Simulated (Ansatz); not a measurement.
## Elastic constants of MoP at 22 GPa (stress–strain coefficients): input and output

These are results of DFT LDA, scalar-relativistic, plane waves, PAW (Ansatz), not measurements.

Launched with:
```bash
ansatz run input.yaml --threads 1 --pin off --max-ram 3072MiB --backend cpu --events-out ev --progress --plain --runs-dir out
```

Input (bare energies are in eV):
```yaml
crystal:
  lattice:
    - [3.0945822464, 0.0, 0.0]
    - [-1.5472911232, 2.6799868395, 0.0]
    - [0.0, 0.0, 3.1102387922]
  atoms:
    - { symbol: Mo, position: [0.0, 0.0, 0.0] }
    - { symbol: P, position: [0.3333333333, 0.6666666667, 0.5] }
basis:
  ecutwfc: 420
kpoints:
  mp_grid: { grid: [18, 18, 14] }
hamiltonian:
  xc: lda
scf:
  occupations: { method: fermi_dirac, width: 0.15 }
output:
  forces: true
  stress: true
  eigenvalues: true
elastic:
  mode: relaxed_ion
  amplitude: 0.005
```

From the output:
```
--- Elastic constants: 3 strain directions × 4 members + reference (group order 12) ---
  dense FFT box of the reference and of every strained cell: 24×24×24
  strains applied: 11, 33, 23; error gains: componentwise 1.00 (the most a stress slope's error grows in a printed constant), spectral 1.41 (1 for all six strains in a standard setting)
  C = ∂σ_k/∂η_j (tension-positive GPa; Voigt order 11 22 33 23 13 12):
       481.928    213.628    256.032     -0.000      0.000      0.000
       213.628    481.928    256.032     -0.000      0.000      0.000
       256.037    256.037    665.801     -0.000      0.000      0.000
         0.000     -0.000      0.000    246.771      0.000      0.000
         0.000     -0.000      0.000      0.000    246.771      0.000
         0.000     -0.000     -0.000      0.000      0.000    134.150
  reference stress σ⁰ (GPa):    -21.988    -21.988    -21.992      0.000      0.000     -0.000
  C* (energy form; C + prestress term) asymmetry max|C*_kj − C*_jk| = 1.008e-3 GPa — a small one proves nothing (zero by symmetry where the batch's group is 432, −43m or m−3m); a large one is finite-difference/SCF noise where every solve ...
  moduli (Voigt/Reuss/Hill, GPa): K = 342.34/330.99/336.67   G = 185.80/171.23/178.52   E = 455.11   ν = 0.275
  mechanically stable: yes (min eigenvalue of sym C = 134.15 GPa)
  harmonic check of the ions' relaxations: strain 23: 1 pair too noisy to judge
  the stresses are not corrected for the forces that the relaxations left standing (`elastic.f_tol`)
  strain η (Voigt 11):  stress-route row diagonal C_11 = 481.93 GPa, energy-path curvature d²(F+E_count+ΔE)/dδ²/Ω₀ = 481.93 GPa
    cells at ±δ against ±2δ: C11 481.98 and 482.15 GPa, apart by 0.03 % of the column's largest entry
         δ    σ_11 (GPa) F (eV) n_scf n_hpsi n_pw
    -1.000e-2     -26.9528       -5570.2414476       6  140913    519   relax 5 steps, max|allowed force component| 4.49e-8 eV/Å
    -5.000e-3     -24.4337       -5570.2621254       6  140839    527   relax 3 steps, max|allowed force component| 1.66e-6 eV/Å
     5.000e-3     -19.6138       -5570.2975441       6  140793    527   relax 3 steps, max|allowed force component| 2.31e-6 eV/Å
     1.000e-2     -17.3099       -5570.3124007       6  140607    527   relax 3 steps, max|allowed force component| 2.86e-6 eV/Å
  strain η (Voigt 33):  stress-route row diagonal C_33 = 665.80 GPa, energy-path curvature d²(F+E_count+ΔE)/dδ²/Ω₀ = 665.78 GPa
    cells at ±δ against ±2δ: C23 256.08 and 256.24 GPa, apart by 0.02 % of the column's largest entry
         δ    σ_33 (GPa) F (eV) n_scf n_hpsi n_pw
    -1.000e-2     -28.8441       -5570.2399348       7   79178    527   relax 0 steps, max|allowed force component| 0.00e0 eV/Å
    -5.000e-3     -25.3694       -5570.2617482       3   62029    527   relax 0 steps, max|allowed force component| 3.70e-17 eV/Å
     5.000e-3     -18.7111       -5570.2971811       4   60679    527   relax 0 steps, max|allowed force component| 5.55e-17 eV/Å
     1.000e-2     -15.5257       -5570.3109544       6   65051    527   relax 0 steps, max|allowed force component| 3.70e-17 eV/Å
  strain η (Voigt 23):  stress-route row diagonal C_44 = 246.77 GPa, energy-path curvature d²(F+E_count+ΔE)/dδ²/Ω₀ = 257.76 GPa
    cells at ±δ against ±2δ: C44 246.75 and 246.67 GPa, apart by 0.03 % of the column's largest entry
         δ    σ_23 (GPa) F (eV) n_scf n_hpsi n_pw
    -1.000e-2      -2.4667       -5570.2787298       6  233817    527   relax 3 steps, max|allowed force component| 1.60e-5 eV/Å
    -5.000e-3      -1.2337       -5570.2802854       6  233763    527   relax 2 steps, max|allowed force component| 3.38e-5 eV/Å
     5.000e-3       1.2337       -5570.2802854       6  233812    527   relax 3 steps, max|allowed force component| 1.98e-6 eV/Å
     1.000e-2       2.4667       -5570.2787298       6  233836    527   relax 3 steps, max|allowed force component| 1.60e-5 eV/Å
```

It took 12 min on 1 thread of AMD EPYC 7R43 64-Core Processor (Zen 3), with other jobs on the host, peak memory 0.89 GiB.

In a metal, frequencies and elastic constants depend on the k mesh and the smearing, soft modes and shear constants most. Other phases may be more stable at this pressure.